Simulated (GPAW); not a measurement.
Write an ASE script for GPAW 26.7.0 that does the following.

| Item | Value |
| --- | --- |
| Task | relaxation of cell and atoms |
| Functional | BLYP |
| Potentials or basis | PAW data sets generated in the run's folder for this functional |
| Cutoff | 600 eV |
| Basis | pw |
| k mesh | 9 × 9 × 9 |
| Occupations | fermi-dirac, width 0.05 eV |
| Spin | no spin polarisation |
| Eigensolver | davidson |
| Maxiter | 150 |
| Optimizer | BFGS |
| Fmax | 0.02 eV/Å |
| Max steps | 60 |

The structure of Pb lies in POSCAR:

```
Pb
1.0
    0.0000000000      2.4750200000      2.4750200000
    2.4750200000      0.0000000000      2.4750200000
    2.4750200000      2.4750200000      0.0000000000
Pb
1
Direct
    0.0000000000      0.0000000000      0.0000000000
```

These files were run (other wordings do the same):

run.py

```python
from ase.filters import FrechetCellFilter
from ase.io import read, write
from ase.optimize import BFGS
from gpaw import GPAW, PW, setup_paths

setup_paths.insert(0, '.')

atoms = read('POSCAR')

calc = GPAW(mode=PW(600),
            xc='BLYP',
            kpts={'size': (9, 9, 9), 'gamma': True},
            occupations={'name': 'fermi-dirac', 'width': 0.05},
            nbands=14,
            convergence={'density': 1e-05, 'energy': 1e-05},
            eigensolver='davidson',
            maxiter=150,
            txt='gpaw.txt')
atoms.calc = calc
opt = BFGS(FrechetCellFilter(atoms), trajectory='relax.traj', logfile='-')
done = opt.run(fmax=0.02, steps=60)
calc.write('gs.gpw')
write('result.traj', atoms)
print('Converged:', done)
print('Cell:', atoms.cell.cellpar().round(4))
print('Volume:', round(atoms.get_volume(), 4))
print(atoms.get_scaled_positions().round(5))
```

Potentials or basis: PAW data sets generated in the run's folder for this functional, pw.

The run is started by

```console
$ gpaw-setup -f BLYP Pb
$ OMP_NUM_THREADS=1 python run.py
```

Results of the run:

```json
{
  "Relaxed volume": "34.36 Å³/atom",
  "Relaxed cell": "a = 3.649 Å, b = 3.649 Å, c = 3.649 Å, α = 60.00°, β = 60.00°, γ = 60.00°",
  "Space group after relaxing (to 0.05 Å)": "Fm-3m (No. 225)",
  "Energy gained by relaxing": "64.7 meV/atom",
  "Ionic steps": "4",
  "Pressure after relaxing": "0.0 GPa",
  "Band gap on the k mesh": "none (metal or under the smearing width)"
}
```

Caveat: later steps reuse the first step's grids.

Run time: 35 s on 1 thread of Arm Neoverse V2, on a shared host, peak memory 0.17 GiB.
